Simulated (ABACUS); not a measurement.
Crystal: CoO.

```xyz
2
Lattice="-1.5080 1.5080 2.1072 1.5080 -1.5080 2.1072 1.5080 1.5080 -2.1072" Properties=species:S:1:pos:R:3 pbc="T T T"
Co    0.0000    0.0000    0.0000
O     0.0000    0.0000    2.1072
```

Base run:

* Program: ABACUS 3.10.1
* Functional: PBE
* Potentials or basis: PseudoDojo NC SR 0.4.1 PBE standard
* Cutoff: 1320 eV
* Density cutoff: 5279 eV
* Basis: plane waves
* k mesh: 12 × 12 × 12
* Occupations: fermi-dirac, width 0.05 eV
* Spin: collinear spin, ferromagnetic start
* Starting moments: [2.0, 0.0] μB

Its results: band gap on the k mesh none (metal or under the smearing width); pressure -0.1 GPa; net moment 2.98 μB per cell.

The run is repeated on the same cell with these changes: cutoff from 1320 eV to 1361 eV; density cutoff from 5279 eV to 5442 eV; basis from plane waves to DZP LCAO (the cutoffs set its grid). What comes out?

Band gap on the k mesh none (metal or under the smearing width); pressure 0.7 GPa; net moment 2.98 μB per cell; site moments Co +2.67; O +0.30 μB.

Caveats: a cell with one magnetic atom can't hold antiferromagnetic order, which such compounds often take; semilocal functionals often make such compounds metallic where correlation or magnetic order opens a gap, which also shifts bond lengths; the atomic orbitals were generated for these runs and aren't a published set (some runs); the basis of atomic orbitals isn't converged, which shifts pressures, moduli and gaps (some runs).

Not every run made on this cell is shown here.
